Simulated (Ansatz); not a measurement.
A surface is cut from this relaxed crystal of TaN:

```cif
data_structure
_symmetry_space_group_name_H-M 'P6_3/mmc'
_symmetry_Int_Tables_number 194
_cell_length_a 2.8895
_cell_length_b 2.8895
_cell_length_c 5.8608
_cell_angle_alpha 90.000
_cell_angle_beta 90.000
_cell_angle_gamma 120.000
_cell_volume 42.38
loop_
_atom_site_label
_atom_site_type_symbol
_atom_site_symmetry_multiplicity
_atom_site_Wyckoff_symbol
_atom_site_fract_x
_atom_site_fract_y
_atom_site_fract_z
_atom_site_occupancy
Ta1 Ta 2 a 0.00000 0.00000 0.00000 1
N1 N 2 c 0.33333 0.66667 0.25000 1
```

Miller indices refer to the conventional cell of P6_3/mmc (No. 194), a = 2.889 Å, b = 2.889 Å, c = 5.861 Å, α = 90.00°, β = 90.00°, γ = 120.00°.

The (112) slab of 17 planes, 10.4 Å thick with 15 Å of vacuum as cut; outer planes Ta (top) and Ta (bottom).

Computed with DFT PBEsol, scalar-relativistic, plane waves, PAW in Ansatz 0.2.0. Settings: cutoff 420 eV, Γ-centred mesh 7×6×1 on the computed 34-atom cell, Gaussian smearing of 0.10 eV; no spin polarisation. A dipole correction removes the field between periodic images along c.

The slab isn't stoichiometric (Ta9N8), so its surface energy depends on the chemical potentials; it is given with the excess atoms taken from the element's standard state, a limit at which the compound may itself be unstable, so the figure can be too low.

With the atoms at the bulk's places:

```yaml
Surface_energy_with_the_excess_atoms_taken_from_the_elements: 3.81 J/m²
Work_function: 3.63 eV
```

Question: What changes when all atoms relax within this surface cell and its symmetry?

Answer: The energy falls by 0.420 J/m² a face, and the largest move is 0.21 Å.

For the relaxed slab, the surface energy with the excess atoms taken from the elements is 3.39 J/m². The work function is 3.60 eV.

```tsv
plane (bottom to top)	atoms	spacing to next, bulk (Å)	relaxed (Å)	change (%)
1	Ta2	0.648	0.424	-34.6
2	N2	0.648	0.679	+4.8
3	Ta2	0.648	0.650	+0.3
4	N2	0.648	0.629	-2.9
5	Ta2	0.648	0.695	+7.2
6	N2	0.648	0.639	-1.3
7	Ta2	0.648	0.639	-1.4
8	N2	0.648	0.649	+0.1
9	Ta2	0.648	0.649	+0.1
10	N2	0.648	0.639	-1.4
11	Ta2	0.648	0.639	-1.3
12	N2	0.648	0.695	+7.2
13	Ta2	0.648	0.629	-2.9
14	N2	0.648	0.650	+0.3
15	Ta2	0.648	0.679	+4.8
16	N2	0.648	0.424	-34.6
17	Ta2
```

Spin-orbit coupling is left out, which matters for the bands of heavy elements.

The reference crystal is a form of TaN, which isn't its usual structure.